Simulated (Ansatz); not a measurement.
Si2W:

```
W Si
1.0
    -1.60690    1.60690    3.91495
     1.60690   -1.60690    3.91495
     1.60690    1.60690   -3.91495
W Si
1 2
Direct
  0.00000 0.00000 0.00000
  0.66530 0.66530 0.00000
  0.33470 0.33470 0.00000
```

Program: Ansatz 0.2.0. Alike in all runs: potentials or basis all-electron LAPW, scalar-relativistic; no spin polarisation; cell as given; k mesh 12 × 12 × 12; smearing fermi-dirac 0.05 eV.

Question: Order these runs on this cell by their pressure, lowest first.
A. level PBE; cutoff (eV) 239; basis error allowed 0.001 eV/atom
B. level PBEsol; cutoff (eV) 218; basis error allowed 0.002 eV/atom
C. level LDA; cutoff (eV) 218; basis error allowed 0.002 eV/atom

Answer: C (-5.8 GPa), B (-2.0 GPa), A (3.3 GPa).

Not every run made on this cell is shown here.
